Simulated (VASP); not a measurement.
# BaS (Fm-3m) in VASP: notebook, part 2 of 2

VASP 6.6.1. Earlier steps stand in the parts before.

## 6. Single point, PBEsol (volume scaled by 0.99)

Contents of INCAR:

```
SYSTEM = BaS
ALGO     = Normal         ! electronic algorithm
EDIFF    = 1E-6           ! SCF threshold, eV
ENCUT    = 520            ! plane-wave cutoff, eV
GGA      = PS             ! functional
ISIF     = 2              ! what is computed and relaxed
ISMEAR   = -1             ! smearing method
LASPH    = .True.         ! aspherical terms in the spheres
LCHARG   = .False.        ! write CHGCAR
LREAL    = .False.        ! projectors in reciprocal space
LWAVE    = .False.        ! write WAVECAR
NBANDS   = 15             ! bands
NELM     = 100            ! most SCF steps
PREC     = Accurate       ! precision mode
SIGMA    = 0.02           ! smearing width, eV
```

Contents of KPOINTS:

```
k-points
0
Gamma
  8 8 8
  0 0 0
```

Contents of POSCAR:

```
BaS
1.0
    0.0000000000      3.1830684821      3.1830684821
    3.1830684821      0.0000000000      3.1830684821
    3.1830684821      3.1830684821      0.0000000000
Ba S
1 1
Direct
    0.0000000000      0.0000000000      0.0000000000
    0.5000000000      0.5000000000      0.5000000000
```

Potentials or basis: VASP PAW PBE potentials, release 64 (Ba_sv, S).

Launch:

```bash
> cat potpaw_PBE.64/Ba_sv/POTCAR potpaw_PBE.64/S/POTCAR > POTCAR
> mpirun -np 1 vasp_std > vasp.out
```

OUTCAR:

```text
SYSTEM = BaS
   EDIFF = 1E-6
   ENCUT = 520
   GGA = PS
   ISIF = 2
   ISMEAR = -1
   LASPH = .True.
   LREAL = .False.
   NELM = 100
   PREC = Accurate

 ion  position               nearest neighbor table
   1  0.000  0.000  0.000-   2 3.18   2 3.18   2 3.18   2 3.18   2 3.18   2 3.18
   2  0.500  0.500  0.500-   1 3.18   1 3.18   1 3.18   1 3.18   1 3.18   1 3.18

  LATTYP: Found a face centered cubic cell.
 ALAT       =     6.3661369642

  Lattice vectors:

 A1 = (   0.0000000000,   3.1830684821,   3.1830684821)
 A2 = (   3.1830684821,   0.0000000000,   3.1830684821)
 A3 = (   3.1830684821,   3.1830684821,   0.0000000000)

Analysis of symmetry for initial positions (statically):
=====================================================================
 Subroutine PRICEL returns:
 Original cell was already a primitive cell.

 Routine SETGRP: Setting up the symmetry group for a
 face centered cubic supercell.

 Subroutine GETGRP returns: Found 48 space group operations
 (whereof 48 operations were pure point group operations)
 out of a pool of 48 trial point group operations.

The static configuration has the point symmetry O_h .

Analysis of symmetry for dynamics (positions and initial velocities):
=====================================================================
 Subroutine PRICEL returns:
 Original cell was already a primitive cell.

 Routine SETGRP: Setting up the symmetry group for a
 face centered cubic supercell.

 Subroutine GETGRP returns: Found 48 space group operations
 (whereof 48 operations were pure point group operations)
 out of a pool of 48 trial point group operations.

The dynamic configuration has the point symmetry O_h .

 Subroutine INISYM returns: Found 48 space group operations
 (whereof 48 operations are pure point group operations),
 and found     1 'primitive' translations

----------------------------------------------------------------------------------------

                                     Primitive cell

  volume of cell :      64.5012

  direct lattice vectors                    reciprocal lattice vectors
     0.000000000  3.183068482  3.183068482    -0.157081132  0.157081132  0.157081132
     3.183068482  0.000000000  3.183068482     0.157081132 -0.157081132  0.157081132
     3.183068482  3.183068482  0.000000000     0.157081132  0.157081132 -0.157081132

  length of vectors
     4.501538617  4.501538617  4.501538617     0.272072501  0.272072501  0.272072501

  position of ions in fractional coordinates (direct lattice)
     0.000000000  0.000000000  0.000000000
     0.500000000  0.500000000  0.500000000

  ion indices of the primitive-cell ions
   primitive index   ion index
                 1           1
                 2           2

----------------------------------------------------------------------------------------

 KPOINTS: k-points

Automatic generation of k-mesh.
 Grid dimensions read from file:
 generate k-points for:    8    8    8

 Generating k-lattice:

  Cartesian coordinates                     Fractional coordinates (reciprocal lattice)
    -0.019635141  0.019635141  0.019635141     0.125000000  0.000000000  0.000000000
     0.019635141 -0.019635141  0.019635141     0.000000000  0.125000000  0.000000000
     0.019635141  0.019635141 -0.019635141     0.000000000  0.000000000  0.125000000

  Length of vectors
     0.034009063  0.034009063  0.034009063

  Shift w.r.t. Gamma in fractional coordinates (k-lattice)
     0.000000000  0.000000000  0.000000000

 Subroutine IBZKPT returns following result:
 ===========================================

 Found     29 irreducible k-points:

 Following reciprocal coordinates:
            Coordinates               Weight
  0.000000  0.000000  0.000000      1.000000
  0.125000  0.000000  0.000000      8.000000
  0.250000  0.000000  0.000000      8.000000
  0.375000  0.000000  0.000000      8.000000
  0.500000  0.000000  0.000000      4.000000
  0.125000  0.125000  0.000000      6.000000
[... 16 lines left out ...]
  0.500000  0.250000  0.125000     48.000000
 -0.375000  0.250000  0.125000     24.000000
 [... further k-points ...]
   k-points           NKPTS =     29   k-points in BZ     NKDIM =     29   number of bands    NBANDS=     15
   number of dos      NEDOS =    301   number of ions     NIONS =      2
   total plane-waves  NPLWV =  46656
   dimension x,y,z NGX =    36 NGY =   36 NGZ =   36
   dimension x,y,z NGXF=    72 NGYF=   72 NGZF=   72
   ions per type =               1   1
   NGX,Y,Z   is equivalent  to a cutoff of  13.30, 13.30, 13.30 a.u.
   NGXF,Y,Z  is equivalent  to a cutoff of  26.59, 26.59, 26.59 a.u.
 SYSTEM =  BaS
   PREC   = accura    normal or accurate (medium, high low for compatibility)
   ISTART =      0    job   : 0-new  1-cont  2-samecut
   ICHARG =      2    charge: 1-file 2-atom 10-const
   ISPIN  =      1    spin polarized calculation?
   LNONCOLLINEAR =      F non collinear calculations
   LSORBIT =      F    spin-orbit coupling
   LASPH  =      T    aspherical Exc in radial PAW
   ENCUT  =  520.0 eV  38.22 Ry    6.18 a.u.   8.37  8.37  8.37*2*pi/ulx,y,z
   NELM   =    100;   NELMIN=  2; NELMDL= -5     # of ELM steps
   EDIFF  = 0.1E-05   stopping-criterion for ELM
   LREAL  =      F    real-space projection
   EDIFFG = 0.1E-04   stopping-criterion for IOM
   NSW    =      0    number of steps for IOM
   IBRION =     -1    ionic relax: 0-MD 1-quasi-New 2-CG
   NFREE  =      0    steps in history (QN), initial steepest desc. (CG)
   ISIF   =      2    stress and relaxation
   ISYM   =      2    0-nonsym 1-usesym 2-fastsym
   POTIM  = 0.5000    time-step for ionic-motion
   TEBEG  =    0.0;   TEEND  =   0.0 temperature during run
   PSTRESS=    0.0 pullay stress
   NELECT =      16.0000    total number of electrons
   NUPDOWN=      -1.0000    fix difference up-down
   EMIN   =  10.00;   EMAX   =-10.00  energy-range for DOS
   EFERMI =   0.00;   METHOD = LEGACY
   ISMEAR =    -1;   SIGMA  =   0.02  broadening in eV -4-tet -1-fermi 0-gaus
   EFERMI_NEDOS =   21; number of points for ismear=-14 and -15
   IALGO  =     38    algorithm
   IMIX   =      4    mixing-type and parameters
     AMIX     =   0.40;   BMIX     =  1.00
     AMIX_MAG =   1.60;   BMIX_MAG =  1.00
  volume/ion in A,a.u.               =      32.25       217.64
  Fermi-wavevector in a.u.,A,eV,Ry     =   1.028629  1.943827 14.396025  1.058078
  Thomas-Fermi vector in A             =   2.162635
   LORBIT       =      0    0 simple, 1 ext, 2 COOP (PROOUT), +10 PAW based schemes
   GGA     = PS    functional components
   LHFCALC =     F    Hartree Fock is set to
   AEXX    =    0.0000 exact exchange contribution
   IVDW    =     0    specifies the selected vdW correction
   LEPSILON=     F    determine dielectric tensor
   LRPA    =     F    only Hartree local field effects (RPA)
 non-spin polarized calculation
  energy-cutoff  :      520.00
  volume of cell :       64.50
 maximum number of plane-waves:      1807
 NGX is ok and might be reduce to    36
   NGX = 17   NGY = 17   NGZ = 17

 number of electron      16.0000001 magnetization

 Free energy of the ion-electron system (eV)
  ---------------------------------------------------
  ext. energy  EPLUGINS =         0.00000000
  ---------------------------------------------------
  free energy    TOTEN  =       -10.71928321 eV

  energy without entropy =      -10.71928321  energy(sigma->0) =      -10.71928321

 E-fermi :   1.8457     XC(G=0):  -8.8652

 val. band max:        1.3944786158   @ k =   0.0000   0.0000   0.0000
 cond. band min:       3.3583707306   @ k =   0.5000   0.5000   0.0000
 fundamental gap:      1.9638921148
 Fermi energy:         1.8456766896

 k-point     1 :       0.0000    0.0000    0.0000
  band No.  band energies     occupation
      1     -24.6097      2.00000
      2      -9.6508      2.00000
      3      -9.6508      2.00000
      4      -9.6508      2.00000
      5      -8.9739      2.00000
      6       1.3945      2.00000
      7       1.3945      2.00000
      8       1.3945      2.00000
      9       4.8511      0.00000
     10       5.1791      0.00000
     11       5.1791      0.00000
     12       5.1791      0.00000
     13       6.1434      0.00000
     14       6.1434      0.00000
     15       9.9231      0.00000
[... 397 lines left out ...]
 k-point    24 :      -0.3750    0.2500    0.1250
  band No.  band energies     occupation
      1     -24.5542      2.00000
      2     -10.6468      2.00000
      3      -9.8593      2.00000
      4      -9.7633      2.00000
      5      -7.9718      2.00000
      6      -0.1487      2.00000
      7       0.5017      2.00000
      8       0.5839      2.00000
      9       5.9920      0.00000
     10       6.1931      0.00000
     11       8.0505      0.00000
     12       8.2699      0.00000
     13       9.2442      0.00000
     14      10.1585      0.00000
     15      10.8330      0.00000

 [... further k-points ...]
[... 5 lines left out ...]
  --------------------------------------------------------------------------------------
  -------------------------------------------------------------------------------------
  Total       -0.0339237     -0.0339237     -0.0339237     -0.0000000      0.0000000      0.0000000
  in kB       -0.8426477     -0.8426477     -0.8426477     -0.0000000      0.0000000      0.0000000
  external PRESSURE =      -0.8426477 kB  Pullay stress =       0.0000000 kB

 VOLUME and BASIS-vectors are now :
 -----------------------------------------------------------------------------
  energy-cutoff  :      520.00
  volume of cell :       64.50
      direct lattice vectors                 reciprocal lattice vectors
     0.000000000  3.183068482  3.183068482    -0.157081132  0.157081132  0.157081132
     3.183068482  0.000000000  3.183068482     0.157081132 -0.157081132  0.157081132
     3.183068482  3.183068482  0.000000000     0.157081132  0.157081132 -0.157081132

 POSITION                                       TOTAL-FORCE (eV/Angst)
 -----------------------------------------------------------------------------------
      0.00000      0.00000      0.00000        -0.000000     -0.000000      0.000000
      3.18307      3.18307      3.18307         0.000000      0.000000     -0.000000
 -----------------------------------------------------------------------------------
    total drift:                                0.000000      0.000000      0.000000

  FREE ENERGIE OF THE ION-ELECTRON SYSTEM (eV)
  ---------------------------------------------------
  free  energy   TOTEN  =       -10.7192832120 eV

  energy  without entropy=      -10.7192832120  energy(sigma->0) =      -10.71928321
```

Wall time 30 s (1 thread of AMD EPYC 7R13 (Zen 3), shared host); peak memory 0.18 GiB.

Results:

| Item | Value |
| --- | --- |
| Free energy | -10.7193 eV |
| Pressure | -0.1 GPa |
| Band gap on the k mesh | 1.96 eV, indirect (least direct gap 2.10 eV) |

Caveat: the PAW data sets were made with another functional, which shifts forces and pressure a little; spin-orbit coupling is left out, which moves the levels of the heavy elements.

## 7. The runs side by side

```tsv
cell	gap on the mesh (eV)	pressure (GPa)
a = 4.479 Å, angles 60.0°, 2 atoms	1.93	0.6
a = 4.456 Å, angles 60.0°, 2 atoms	1.90	1.4
a = 4.517 Å, angles 60.0°, 2 atoms	1.98	-0.5
a = 4.486 Å, angles 60.0°, 2 atoms	1.94	0.4
a = 4.502 Å, angles 60.0°, 2 atoms	1.96	-0.1
```

Alike in all rows: task single point; level PBEsol; potentials or basis VASP PAW PBE potentials, release 64 (Ba_sv, S); no spin polarisation; k mesh 8 × 8 × 8; cutoff (eV) 520; smearing fermi-dirac 0.02 eV.

Caveats: the PAW data sets were made with another functional, which shifts forces and pressure a little; spin-orbit coupling is left out, which moves the levels of the heavy elements.

Total energies depend on the potentials used, so only differences within one code and one set of settings carry meaning.

## 8. How close it comes

Step 4. A measured gap of BaS is 3.806 eV (indirect; 2 K; a printed reference work, monograph, original work of 1988); the calculated 1.98 eV misses it by -1.82 eV. Spin-orbit coupling on Ba is left out. The value is that of PBEsol on a finite k mesh, which can miss the band edges, without temperature or zero-point motion. Semilocal functionals fall short of measured gaps as a rule.
